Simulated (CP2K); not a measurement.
# SrO: band structure with revPBE

SrO:

```xyz
2
Lattice="3.6293 0.0000 0.0000 1.8146 3.1431 0.0000 1.8146 1.0477 2.9633" Properties=species:S:1:pos:R:3 pbc="T T T"
Sr    3.6293    2.0954    1.4817
O     0.0000    0.0000    0.0000
```

```
Program                                : CP2K 2026.2
Task                                   : band structure
Functional                             : revPBE
Potentials or basis                    : POTENTIAL_UZH Sr GTH-PBE-q10, O GTH-PBE-q6; TZVP-MOLOPT-PBE-GTH basis
Density cutoff                         : 8163 eV
k mesh                                 : 9 × 9 × 9
Occupations                            : fermi-dirac, width 0.05 eV
Spin                                   : no spin polarisation
SCF solver                             : diagonalisation with k points
Quickstep method                       : GPW
EPS_DEFAULT                            : 1.0E-10
EPS_SCF                                : 1.0E-6
MAX_SCF                                : 100
SCF_GUESS                              : ATOMIC
k points reduced by the point group    : yes
Mesh centred on Gamma                  : yes
CHOLESKY                               : OFF
EPS_EIGVAL                             : 1.0E-7
MIXING METHOD                          : BROYDEN_MIXING
MIXING ALPHA                           : 0.4
NBUFFER                                : 8
NGRIDS                                 : 5
Basis sets                             : Sr TZVP-MOLOPT-PBE-GTH-q10, O TZVP-MOLOPT-PBE-GTH-q6
Potentials                             : Sr GTH-PBE-q10 of POTENTIAL_UZH, O GTH-PBE-q6 of POTENTIAL_UZH
ADDED_MOS                              : [10]
Points a segment of the path (NPOINTS) : 8
Bands added on the path                : 2
REL_CUTOFF (Ry)                        : 60 Ry
MIXING BETA (1/bohr)                   : 1.5 1/bohr
CUTOFF of the grids                    : 600 Ry
```

```yaml
Pressure: 6.8 GPa
Band_gap_on_the_k_mesh: 3.59 eV, indirect (least direct gap 3.68 eV)
Band_gap_along_the_path: 3.52 eV, indirect (least direct gap 3.61 eV)
Mulliken_charges: Sr +1.42; O -1.42 e
```

Levels at the corners of the path, in eV from the valence-band top:
```csv
point,band 5,band 6,band 7,band 8,band 9,band 10,band 11,band 12
Γ,-14.12,0.00,0.00,0.00,4.12,6.43,6.43,6.43
X,-14.49,-0.42,-0.08,-0.08,3.52,7.87,10.21,10.69
W,-13.50,-1.13,-0.43,-0.43,6.19,6.19,8.68,11.13
K,-13.67,-0.95,-0.58,-0.47,4.95,8.08,8.80,10.36
Γ,-14.12,0.00,0.00,0.00,4.12,6.43,6.43,6.43
L,-12.88,-2.16,-1.15,-1.15,6.62,8.90,8.95,8.95
U,-13.67,-0.95,-0.58,-0.47,4.95,8.08,8.80,10.36
W,-13.50,-1.13,-0.43,-0.43,6.19,6.19,8.68,11.13
L,-12.88,-2.16,-1.15,-1.15,6.62,8.90,8.95,8.95
K,-13.67,-0.95,-0.58,-0.47,4.95,8.08,8.80,10.36
U,-13.67,-0.95,-0.58,-0.47,4.95,8.08,8.80,10.36
X,-14.49,-0.42,-0.08,-0.08,3.52,7.87,10.21,10.69
```

Wall time 35 s on 1 thread of Arm Neoverse V1, on a shared host, peak memory 0.28 GiB.

Caveat: Mulliken charges move with the basis; the potentials were made for another functional, which shifts forces and pressure; the basis of atomic orbitals isn't converged, which shifts pressures, moduli and gaps. A hybrid or GW would open this gap; revPBE tends to underestimate it.
